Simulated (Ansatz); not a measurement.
**C: what symmetry allows forces and stress to be**

```yaml
crystal:
  lattice:
    - [-0.14611, 1.82055, 1.90547]
    - [1.75936, 0.00000, 1.75936]
    - [1.82725, 1.74233, -0.06789]
  atoms:
    - { symbol: C, position: [0.40145, 0.56627, 0.46601] }
    - { symbol: C, position: [0.84855, 0.68373, 0.78399] }
```

These are results of Ansatz 0.2.0, DFT PBE, scalar-relativistic, plane waves, PAW, not measurements.

Cutoff 420 eV; k points 12×12×12 on the computed 2-atom cell (Γ-centred); Gaussian smearing, width 0.02 eV; no spin polarisation.

This distorted cell has space group C2/m, with 4 operations.

Task: Without a calculation: in which directions can each atom feel a force?

Result: A force must be left unchanged by every operation that keeps its atom in place, so it lies in the space that those operations leave fixed. Atoms that the group maps onto each other feel forces of one size.
```json
{"atom": "C1", "site symmetry": "m", "operations at the site": "2", "equivalent to atom": "1", "allowed force (Cartesian)": "in the plane normal to (0.71, 0.00, 0.71)"}
{"atom": "C2", "site symmetry": "m", "operations at the site": "2", "equivalent to atom": "1", "allowed force (Cartesian)": "in the plane normal to (0.71, 0.00, 0.71)"}
```

That leaves 2 independent force components of 6. A relaxation in this cell that keeps the symmetry moves the atoms in these directions alone.

Task: And the stress tensor?

Result: It must be invariant under the point group, which leaves 4 independent components: xx = zz. Further linear relations between components hold in this frame.

Task: Do the computed values obey this?

Result: Yes. Forces (eV/Å):
```
C1  -5.047  8.077  5.047
C2   5.047 -8.077 -5.047
```

Stress (GPa, compression positive, xx yy zz yz xz xy): 11.75 14.94 11.75 -11.08 27.59 11.08. The program imposes the same operations on density, forces and stress, so this confirms the analysis and is no independent test of the calculation.

The smearing is narrow for a metal on this mesh.